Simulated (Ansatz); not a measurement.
# Bi (Im-3m) in Ansatz: further runs

One crystal, Bi, is run at these levels: LDA, PBE+D3(BJ), PBEsol, revPBE; tasks: relaxation of cell and atoms.

Program: Ansatz 0.2.0. These are calculated values, not measurements. Logs are shortened: lines on timing, memory, paths and dates and some standing lists are left out, and cuts for length are marked.

## Step 1: Starting point

Symmetry: Im-3m, No. 229, cubic system. Conventional cell: a = 3.963 Å, b = 3.963 Å, c = 3.963 Å, α = 90.00°, β = 90.00°, γ = 90.00°. Around Bi (site symmetry m-3m) lie 8 Bi at 3.43 Å.

This isn't the form of Bi at room conditions, which is rhombohedral.

## Step 2: Relaxation of cell and atoms, LDA

input.yaml

```yaml
crystal:
  lattice:
    - [-1.9814305318, 1.9814305318, 1.9814305318]
    - [1.9814305318, -1.9814305318, 1.9814305318]
    - [1.9814305318, 1.9814305318, -1.9814305318]
  atoms:
    - { symbol: Bi, position: [0.0, 0.0, 0.0] }
hamiltonian:
  xc: lda
  pseudopotentials: { kind: paw }
kpoints:
  mp_grid: { grid: [9, 9, 9] }
scf:
  occupations: { method: fermi_dirac, width: 0.05 }
output:
  forces: true
  stress: true
relax:
  f_tol: 0.01
  max_steps: 40
  cell: { stress_tol: 0.05 }
```

Potentials or basis: Ansatz PAW.

On the command line:

```
$ ansatz run input.yaml --threads 2 --pin off --max-ram 5120MiB --backend cpu --events-out ev --progress --plain --runs-dir out
```

Log:

```text
Warning: RAYON_NUM_THREADS=2 ignored (pool sized by the plan → 2); use --threads N
Engine: ansatz 0.2.0, aarch64-unknown-linux-gnu
Pseudopotentials: kind: paw
Pseudopotential: Bi, paw, valence charge 15, recommended cutoff 420 eV (normal), Bi.paw.azcp
Functional definition: SPW92
  exchange = slater_x
  correlation = pw_c
Crystal: 1 atoms, lattice volume = 31.117 Å³
Basis set: ecut = 420 eV, 603 PW (Γ)
Bands: 12, of which v1, the nominal top of the filled ones, is band 8 counted from 1 (7 counted from 0)
Symmetry: 48 space group operations
Space group: Im-3m (ITA 229), of the structure as read, at distance tolerance 3.1e-5 Å
k-points: 35 of 729
Non-local potential: Bi, projectors of the file, l = 0: 2, l = 1: 2, l = 2: 2, l = 3: 2
PAW form: soft (Blöchl's): semilocal exchange-correlation on the pseudo side does not see the compensation charge
PAW frozen core: Bi, regenerated for the run's functional, and the local potential with it (the file was generated under x = pbe(κ = 0.804, μ = 0.2195149727645171), c = pbe(β = 0.06672455060314922))
PAW one-centre angular grid: Bi, 590 points (default); XC on 64 Gauss nodes
Initial density: superposition of atomic densities (neutral atoms: chi_scale 0, normalization atom), corrected by the library's trained network
Initial wavefunctions: pseudopotential atomic-orbital guess
Functional: x = slater, c = lda
SCF iter   1: F=—  HF=-12085.761688 eV  |F-HF|=—  |Δ(HF+E_count)|=         —  Δρ=3.18e-3  dr2=1.69e-3  ethr=1.77e-3  ⟨swp⟩=5.8  Hψ=2478  notcnv=0
preconditioner: auto → none  [insulator: Δε(μ)=0.247 eV  Ē_g=24.083 eV  σ=0.050 eV  W_gap=0.51  n_scr=12 (ndim 8)  ℏωp=25.8 eV  f_vac=0.000  D(μ)=0.54/eV (n_scr^D=0)  ε∞_Penn≈2.1]
SCF iter   2: F=—  HF=-12085.760870 eV  |F-HF|=—  |Δ(HF+E_count)|=   8.18e-4  Δρ=1.49e-3  dr2=3.58e-4  ethr=1.13e-5  ⟨swp⟩=2.5  Hψ=914  notcnv=0  defer=1
SCF iter   3: F=—  HF=-12085.760831 eV  |F-HF|=—  |Δ(HF+E_count)|=   3.84e-5  Δρ=2.39e-4  dr2=1.30e-5  ethr=2.38e-6  ⟨swp⟩=2.8  Hψ=653  notcnv=0  defer=1
SCF iter   4: F=—  HF=-12085.760830 eV  |F-HF|=—  |Δ(HF+E_count)|=   1.39e-6  Δρ=1.15e-4  dr2=2.69e-6  ethr=8.64e-8  ⟨swp⟩=2.4  Hψ=681  notcnv=0  defer=1
SCF iter   5: F=—  HF=-12085.760829 eV  |F-HF|=—  |Δ(HF+E_count)|=   1.44e-6  Δρ=3.08e-5  dr2=2.03e-7  ethr=1.79e-8  ⟨swp⟩=2.0  Hψ=669  notcnv=0  defer=1
SCF iter   6: F=-12085.760828 eV  HF=-12085.760828 eV  |F-HF|=1.55e-8  |Δ(HF+E_count)|=   9.84e-8  Δρ=8.15e-6  dr2=1.49e-8  ethr=6.67e-10  ⟨swp⟩=4.6  Hψ=1250  notcnv=0
SCF 1 converged in 6 iterations: F = -12085.760828 eV  dr2 = 1.49e-8
relax step   1: F+E_penalty+E_count = -12085.76082840 eV  Δ(F+E_penalty+E_count) = +0.000e0 eV  max|allowed force component| = 0.000e0 eV/Å  Δτ_max = 0.0000 Å  P = -3.305 GPa  Ω = 31.117 Å³  (6 SCF iters, dr2 threshold 1.00e-7 eV, accepted)
Crystal: 1 atoms, lattice volume = 28.852 Å³
Basis set: ecut = 420 eV, 555 PW (Γ)
Initial density: handed on by an earlier stage of this run
Initial wavefunctions: those handed on with the density
iter 1 solved again at ethr=1.84e-6 eV; its pass at ethr=3.10e-3 eV (dr2=2.76e-4 eV) is discarded
SCF iter   1: F=—  HF=-12085.778855 eV  |F-HF|=—  |Δ(HF+E_count)|=         —  Δρ=1.18e-3  dr2=2.75e-4  ethr=1.84e-6  ⟨swp⟩=3.0  Hψ=4141  notcnv=0
[... 20 lines left out ...]
SCF iter   2: F=—  HF=-12085.780364 eV  |F-HF|=—  |Δ(HF+E_count)|=   2.52e-8  Δρ=1.23e-5  dr2=3.00e-8  ethr=5.83e-10  ⟨swp⟩=1.0  Hψ=420  notcnv=0
SCF iter   3: F=-12085.780364 eV  HF=-12085.780364 eV  |F-HF|=1.06e-10  |Δ(HF+E_count)|=   8.92e-9  Δρ=1.63e-6  dr2=6.07e-10  ethr=1.24e-10  ⟨swp⟩=4.3  Hψ=1306  notcnv=0
SCF 4 converged in 3 iterations: F = -12085.780364 eV  dr2 = 6.07e-10
relax step   4: F+E_penalty+E_count = -12085.78036397 eV  Δ(F+E_penalty+E_count) = -1.781e-5 eV  max|allowed force component| = 0.000e0 eV/Å  Δτ_max = 0.0000 Å  P = -0.002 GPa  Ω = 29.345 Å³  energy of the carried Pulay correction = +3.053e-4 eV  (3 SCF iters, dr2 threshold 1.86e-8 eV, accepted)
Initial wavefunctions: pseudopotential atomic-orbital guess (no wavefunctions were taken with the density)
iter 1 solved again at ethr=1.66e-7 eV; its pass at ethr=3.10e-3 eV (dr2=2.49e-5 eV) is discarded
SCF iter   1: F=—  HF=-12085.780041 eV  |F-HF|=—  |Δ(HF+E_count)|=         —  Δρ=7.54e-5  dr2=3.17e-7  ethr=1.66e-7  ⟨swp⟩=3.1  Hψ=3725  notcnv=0
SCF iter   2: F=—  HF=-12085.780042 eV  |F-HF|=—  |Δ(HF+E_count)|=   5.92e-7  Δρ=3.91e-5  dr2=7.80e-8  ethr=2.11e-9  ⟨swp⟩=2.6  Hψ=683  notcnv=0
SCF iter   3: F=—  HF=-12085.780042 eV  |F-HF|=—  |Δ(HF+E_count)|=  5.13e-10  Δρ=3.95e-6  dr2=1.14e-9  ethr=5.20e-10  ⟨swp⟩=2.1  Hψ=637  notcnv=0
SCF iter   4: F=—  HF=-12085.780042 eV  |F-HF|=—  |Δ(HF+E_count)|=  6.73e-11  Δρ=2.73e-7  dr2=1.85e-11  ethr=7.61e-12  ⟨swp⟩=2.0  Hψ=504  notcnv=0
SCF iter   5: F=-12085.780042 eV  HF=-12085.780042 eV  |F-HF|=0.00e0  |Δ(HF+E_count)|=  9.64e-11  Δρ=6.03e-8  dr2=4.46e-13  ethr=1.00e-12  ⟨swp⟩=6.0  Hψ=1699  notcnv=0
SCF 5 converged in 5 iterations: F = -12085.780042 eV  dr2 = 4.46e-13
relax step   5: F+E_penalty+E_count = -12085.78004177 eV  Δ(F+E_penalty+E_count) = +3.222e-4 eV  max|allowed force component| = 0.000e0 eV/Å  Δτ_max = 0.0000 Å  P = +0.001 GPa  Ω = 29.345 Å³  stress off target by 7.43e-4 GPa  SCF on the basis re-selected at this cell (its energy is not comparable with the rows above)  (5 SCF iters)
basis re-selected at this cell: Δ(F+E_penalty+E_count) = +3.222e-4 eV, ΔP = +0.002 GPa vs the last step (what re-selecting the basis moved, of the pressure what is left beyond the Pulay correction that the steps carried, after the strain that the cell walked since its last selection, with what the two solves' SCF thresholds leave and, on support functions, any second-order correction that the steps lacked; it is no measure of the basis error at this ecutwfc). This SCF's stress stands 7.43e-4 GPa from its target on what of the cell is left free (relax.cell.stress_tol is 5.00e-2 GPa) and its largest allowed force component is 0.00e0 eV/Å (relax.f_tol is 1.00e-2 eV/Å): within both
SCF converged after 5 iterations
Free energy (F): -12085.780042 eV
Harris-Foulkes:  -12085.780042 eV  (|F-HF|=0.00e0)
Internal energy: -12085.775530 eV  (E = F + TS)
E sigma→0 (E₀):  -12085.777786 eV
Entropy (-TS):   -0.004512 eV (-4.512 meV/atom)
Fermi energy:    12.472220 eV
--- Per-component energies (eV) ---
  E_band       = -72.496086
  E_kinetic    = 303.976934
  E_local      = -1359.270673  (includes V_loc(G=0)·N_el)
  E_nonlocal   = 563.673681
  E_hartree    = 426.788791
  E_xc         = -151.225718
  E_vxc        = -145.564478  (∫ρ·V_xc dr)
  E_paw        = -10352.688376  (= ΣΔE_a)
  E_vpaw       = -288.888595  (= ΣTr[D̂ρ^β])
  E_aug_tail   = -0.000529  (compensation charges beyond the density's cutoff)
  E_ewald      = -1517.024755
  E_core_change = -0.004885  (= ΣΔE_core)
  E_smearing   = -0.004512  (= −TS)
  E_closure    = 0.000000  (closes the sum)
  Σ components = -12085.780042   (vs F -12085.780042, Δ=0.00e0)
--- Forces (eV/Å), atoms counted from 1 ---
  atom   1  Bi     0.00000000    -0.00000000     0.00000000
  max |Σ_I F_I| component: 4.27e-31 eV/Å
--- Stress (GPa, compression-positive) ---
        0.000743      -0.000000       0.000000
       -0.000000       0.000743      -0.000000
       -0.000000      -0.000000       0.000743
  P = ⅓ Tr σ = 0.0007 GPa (0.007 kbar)
--- Relaxed structure (4 steps of the walk, 4 accepted, 1 SCFs on fresh bases) ---
  F+E_penalty+E_count = -12085.78004177 eV   max|allowed force component| = 0.000e0 eV/Å   (the final SCF, on the basis selected at the relaxed cell)
  cell:  # Å, volume = 29.3450 Å³
    - [-1.9430839947697376, 1.9430839947697376, 1.9430839947697376]
    - [1.9430839947697376, -1.9430839947697376, 1.9430839947697376]
    - [1.9430839947697376, 1.9430839947697376, -1.9430839947697376]
  atoms:
    - { symbol: Bi, position: [0.0, 0.0, 0.0] }
```

Wall time 2 s (2 threads of Arm Neoverse V1, shared host); peak memory 0.27 GiB.

Results:

* Free energy: -12085.7800 eV
* Relaxed volume: 29.35 Å³/atom
* Relaxed cell: a = 3.366 Å, b = 3.366 Å, c = 3.366 Å, α = 109.47°, β = 109.47°, γ = 109.47°
* Space group after relaxing (to 0.05 Å): Im-3m (No. 229)
* Energy gained by relaxing: 19.2 meV/atom
* Ionic steps: 5
* Pressure after relaxing: 0.0 GPa

Step by step:
```csv
step,energy change (eV),largest force (eV/Å),volume (Å³)
1,0.0000,0.0000,31.12
2,-0.0180,0.0000,28.85
3,-0.0195,0.0000,29.38
4,-0.0195,0.0000,29.35
5,-0.0192,0.0000,29.35
```

Final structure:
```yaml
crystal:
  lattice:
    - [-1.94308, 1.94308, 1.94308]
    - [1.94308, -1.94308, 1.94308]
    - [1.94308, 1.94308, -1.94308]
  atoms:
    - { symbol: Bi, position: [0.00000, 0.00000, 0.00000] }
```

Caveat: the plane-wave basis is chosen anew once the cell has moved, so the energies of steps on either side of that aren't comparable; spin-orbit coupling is left out, which moves the levels of the heavy elements; the PAW data sets come from PBE, with cores solved anew for the run's functional, which leaves a small shift of forces and pressure.

## Step 3: Relaxation of cell and atoms, PBE+D3(BJ)

Edit input.yaml of step 2 so:

```diff
@@ -8,4 +8,5 @@
 hamiltonian:
-  xc: lda
+  xc: pbe
   pseudopotentials: { kind: paw }
+  dispersion: d3bj
 kpoints:
```

Potentials or basis: Ansatz PAW.

On the command line:

```
$ ansatz run input.yaml --threads 2 --pin off --max-ram 5120MiB --backend cpu --events-out ev --progress --plain --runs-dir out
```

Log:

```text
Warning: RAYON_NUM_THREADS=2 ignored (pool sized by the plan → 2); use --threads N
Engine: ansatz 0.2.0, aarch64-unknown-linux-gnu
Pseudopotentials: kind: paw
Pseudopotential: Bi, paw, valence charge 15, recommended cutoff 420 eV (normal), Bi.paw.azcp
Functional definition: PBE
  parameter kappa = 0.804
  parameter beta = 0.06672455060314922
  exchange = pbe_x(kappa = kappa, mu = beta*pi^2/3)
  correlation = pbe_c(beta = beta)
Crystal: 1 atoms, lattice volume = 31.117 Å³
Basis set: ecut = 420 eV, 603 PW (Γ), exchange–correlation on 48×48×48 points (8 copies of the dense FFT grid, shifted against one another)
Bands: 12, of which v1, the nominal top of the filled ones, is band 8 counted from 1 (7 counted from 0)
Symmetry: 48 space group operations
Space group: Im-3m (ITA 229), of the structure as read, at distance tolerance 3.1e-5 Å
k-points: 35 of 729
Non-local potential: Bi, projectors of the file, l = 0: 2, l = 1: 2, l = 2: 2, l = 3: 2
PAW form: soft (Blöchl's): semilocal exchange-correlation on the pseudo side does not see the compensation charge
PAW one-centre angular grid: Bi, 590 points (default); XC on 64 Gauss nodes
Initial density: superposition of atomic densities (neutral atoms: chi_scale 0, normalization atom), corrected by the library's trained network
Initial wavefunctions: pseudopotential atomic-orbital guess
Functional: x = pbe(κ = 0.804, μ = 0.2195149727645171), c = pbe(β = 0.06672455060314922)
SCF iter   1: F=—  HF=-12396.940541 eV  |F-HF|=—  |Δ(HF+E_count)|=         —  Δρ=8.11e-4  dr2=1.75e-4  ethr=1.77e-3  ⟨swp⟩=5.8  Hψ=2467  notcnv=0
preconditioner: auto → Kerker (q_TF=auto, 2.416 Å⁻¹)  [metal: Δε(μ)=0.211 eV  Ē_g=24.147 eV  σ=0.050 eV  W_gap=0.49  n_scr=12 (ndim 8)  ℏωp=25.8 eV  f_vac=0.000  D(μ)=0.54/eV (n_scr^D=0)]
SCF iter   2: F=—  HF=-12396.939988 eV  |F-HF|=—  |Δ(HF+E_count)|=   5.53e-4  Δρ=4.29e-4  dr2=2.94e-5  ethr=1.17e-6  ⟨swp⟩=2.6  Hψ=1040  notcnv=0
SCF iter   3: F=—  HF=-12396.940040 eV  |F-HF|=—  |Δ(HF+E_count)|=   5.20e-5  Δρ=2.31e-4  dr2=1.12e-5  ethr=1.96e-7  ⟨swp⟩=1.2  Hψ=435  notcnv=0
SCF iter   4: F=—  HF=-12396.940047 eV  |F-HF|=—  |Δ(HF+E_count)|=   7.33e-6  Δρ=4.59e-5  dr2=5.09e-7  ethr=7.44e-8  ⟨swp⟩=2.0  Hψ=481  notcnv=0
iter 5 did not close the SCF: its close was put off for the readings that it lacked (scf_convergence_deferred on its scf_iter line)
SCF iter   5: F=-12396.940047 eV  HF=-12396.940047 eV  |F-HF|=4.94e-9  |Δ(HF+E_count)|=   9.50e-8  Δρ=6.56e-6  dr2=1.01e-8  ethr=3.39e-9  ⟨swp⟩=2.3  Hψ=631  notcnv=0
SCF iter   6: F=-12396.940047 eV  HF=-12396.940047 eV  |F-HF|=2.07e-10  |Δ(HF+E_count)|=   8.09e-9  Δρ=1.02e-6  dr2=1.57e-10  ethr=6.74e-11  ⟨swp⟩=2.8  Hψ=1575  notcnv=0
SCF 1 converged in 6 iterations: F = -12396.940047 eV  dr2 = 1.57e-10
relax step   1: F+E_penalty+E_count = -12396.94004720 eV  Δ(F+E_penalty+E_count) = +0.000e0 eV  max|allowed force component| = 0.000e0 eV/Å  Δτ_max = 0.0000 Å  P = -1.710 GPa  Ω = 31.117 Å³  (6 SCF iters, dr2 threshold 1.00e-7 eV, accepted)
[... 24 lines left out ...]
SCF iter   3: F=—  HF=-12396.945247 eV  |F-HF|=—  |Δ(HF+E_count)|=   3.17e-8  Δρ=3.27e-6  dr2=2.68e-9  ethr=2.49e-10  ⟨swp⟩=2.5  Hψ=603  notcnv=0
SCF iter   4: F=—  HF=-12396.945247 eV  |F-HF|=—  |Δ(HF+E_count)|=  7.51e-10  Δρ=8.45e-7  dr2=1.81e-10  ethr=1.79e-11  ⟨swp⟩=2.0  Hψ=508  notcnv=0
SCF iter   5: F=-12396.945247 eV  HF=-12396.945247 eV  |F-HF|=3.64e-12  |Δ(HF+E_count)|=  4.37e-11  Δρ=1.19e-7  dr2=2.27e-12  ethr=1.00e-12  ⟨swp⟩=4.6  Hψ=2023  notcnv=0
SCF 4 converged in 5 iterations: F = -12396.945247 eV  dr2 = 2.27e-12
relax step   4: F+E_penalty+E_count = -12396.94524682 eV  Δ(F+E_penalty+E_count) = +2.114e-4 eV  max|allowed force component| = 0.000e0 eV/Å  Δτ_max = 0.0000 Å  P = -0.019 GPa  Ω = 30.178 Å³  stress off target by 1.86e-2 GPa  SCF on the basis re-selected at this cell (its energy is not comparable with the rows above)  (5 SCF iters)
basis re-selected at this cell: Δ(F+E_penalty+E_count) = +2.114e-4 eV, ΔP = +0.002 GPa vs the last step (what re-selecting the basis moved, of the pressure what is left beyond the Pulay correction that the steps carried, after the strain that the cell walked since its last selection, with what the two solves' SCF thresholds leave and, on support functions, any second-order correction that the steps lacked; it is no measure of the basis error at this ecutwfc). This SCF's stress stands 1.86e-2 GPa from its target on what of the cell is left free (relax.cell.stress_tol is 5.00e-2 GPa) and its largest allowed force component is 0.00e0 eV/Å (relax.f_tol is 1.00e-2 eV/Å): within both
SCF converged after 5 iterations
Free energy (F): -12396.945247 eV
Harris-Foulkes:  -12396.945247 eV  (|F-HF|=3.64e-12)
Internal energy: -12396.940959 eV  (E = F + TS)
E sigma→0 (E₀):  -12396.943103 eV
Entropy (-TS):   -0.004288 eV (-4.288 meV/atom)
Fermi energy:    12.333284 eV
--- Per-component energies (eV) ---
  E_band       = -74.993395
  E_kinetic    = 302.564226
  E_local      = -1375.718164  (includes V_loc(G=0)·N_el)
  E_nonlocal   = 559.914316
  E_hartree    = 434.449642
  E_xc         = -151.676724
  E_vxc        = -144.759108  (∫ρ·V_xc dr)
  E_paw        = -10663.011241  (= ΣΔE_a)
  E_vpaw       = -285.893494  (= ΣTr[D̂ρ^β])
  E_aug_tail   = -0.000437  (compensation charges beyond the density's cutoff)
  E_ewald      = -1502.940159
  E_disp       = -0.522417  (pairwise vdW)
  E_smearing   = -0.004288  (= −TS)
  E_closure    = -0.000000  (closes the sum)
  Σ components = -12396.945247   (vs F -12396.945247, Δ=0.00e0)
--- Forces (eV/Å), atoms counted from 1 ---
  atom   1  Bi     0.00000000    -0.00000000    -0.00000000
  max |Σ_I F_I| component: 1.31e-31 eV/Å
--- Stress (GPa, compression-positive) ---
       -0.018612       0.000000      -0.000000
       -0.000000      -0.018612       0.000000
        0.000000      -0.000000      -0.018612
  P = ⅓ Tr σ = -0.0186 GPa (-0.186 kbar)
--- Relaxed structure (3 steps of the walk, 3 accepted, 1 SCFs on fresh bases) ---
  F+E_penalty+E_count = -12396.94524682 eV   max|allowed force component| = 0.000e0 eV/Å   (the final SCF, on the basis selected at the relaxed cell)
  cell:  # Å, volume = 30.1778 Å³
    - [-1.9612933374037025, 1.9612933374037025, 1.9612933374037025]
    - [1.9612933374037025, -1.9612933374037025, 1.9612933374037025]
    - [1.9612933374037025, 1.9612933374037025, -1.9612933374037025]
  atoms:
    - { symbol: Bi, position: [0.0, 0.0, 0.0] }
```

It took 1.7 s on 2 threads of Arm Neoverse V1, shared host; peak memory 0.28 GiB.

What came out:

```
Free energy                            : -12396.9452 eV
Relaxed volume                         : 30.18 Å³/atom
Relaxed cell                           : a = 3.397 Å, b = 3.397 Å, c = 3.397 Å, α = 109.47°, β = 109.47°, γ = 109.47°
Space group after relaxing (to 0.05 Å) : Im-3m (No. 229)
Energy gained by relaxing              : 5.2 meV/atom
Ionic steps                            : 4
Pressure after relaxing                : 0.0 GPa
```

The path:
```tsv
step	energy change (eV)	largest force (eV/Å)	volume (Å³)
1	0.0000	0.0000	31.12
2	-0.0051	0.0000	29.93
3	-0.0054	0.0000	30.18
4	-0.0052	0.0000	30.18
```

Final structure:
```
Bi
1.0
    -1.96129    1.96129    1.96129
     1.96129   -1.96129    1.96129
     1.96129    1.96129   -1.96129
Bi
1
Direct
  0.00000 0.00000 0.00000
```

Caveat: the plane-wave basis is chosen anew once the cell has moved, so the energies of steps on either side of that aren't comparable; spin-orbit coupling is left out, which moves the levels of the heavy elements.

(Part 1 of 2 ends here.)
